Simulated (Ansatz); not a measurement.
## Polymorphs of ScAl3

Computed with DFT r2SCAN, scalar-relativistic, plane waves, PAW in Ansatz. Settings: cutoff 500 eV, Γ-centred meshes no coarser than 0.19 Å⁻¹ for metals and 0.3 Å⁻¹ for insulators (2π included), Gaussian smearing.

Temperature and zero-point effects are left out. Larger cells and other orderings weren't all tried, so the list isn't exhaustive. For metals, differences of a few meV/atom aren't resolved. No run is spin-polarised.

```tsv
#	started from	space group	atoms	V (Å³/atom)	ΔE (meV/atom)	gap on mesh (eV)
1	database cell	Pm-3m (No. 221)	4	17.1	0	0.00
2	database cell	I4/mmm (No. 139)	4	17.6	105	0.00
```

The lowest structure: Space group Pm-3m (No. 221), cubic, a = 4.086 Å. Sc is coordinated by 12 Al at 2.89 Å; around Al lie 4 Sc at 2.89 Å and 8 Al at 2.89 Å. Its energy against the elements is -0.49 eV/atom. Energies over the elements count from the lowest elemental structures computed at the same level, with no empirical corrections.

```cif
data_structure
_symmetry_space_group_name_H-M 'Pm-3m'
_symmetry_Int_Tables_number 221
_cell_length_a 4.0860
_cell_length_b 4.0860
_cell_length_c 4.0860
_cell_angle_alpha 90.000
_cell_angle_beta 90.000
_cell_angle_gamma 90.000
_cell_volume 68.22
loop_
_atom_site_label
_atom_site_type_symbol
_atom_site_symmetry_multiplicity
_atom_site_Wyckoff_symbol
_atom_site_fract_x
_atom_site_fract_y
_atom_site_fract_z
_atom_site_occupancy
Sc1 Sc 1 a 0.00000 0.00000 0.00000 1
Al1 Al 3 c 0.50000 0.00000 0.50000 1
```

The second: Space group I4/mmm (No. 139), tetragonal, a = 4.005 Å, c = 8.759 Å. Around Sc lie 12 Al at 2.83–2.97 Å; Al on Wyckoff site d (2 atoms of the primitive cell) is coordinated by 8 Al at 2.83–2.97 Å and 4 Sc at 2.97 Å; Al on Wyckoff site b (1 atom of the primitive cell) is coordinated by 4 Sc at 2.83 Å and 8 Al at 2.97 Å.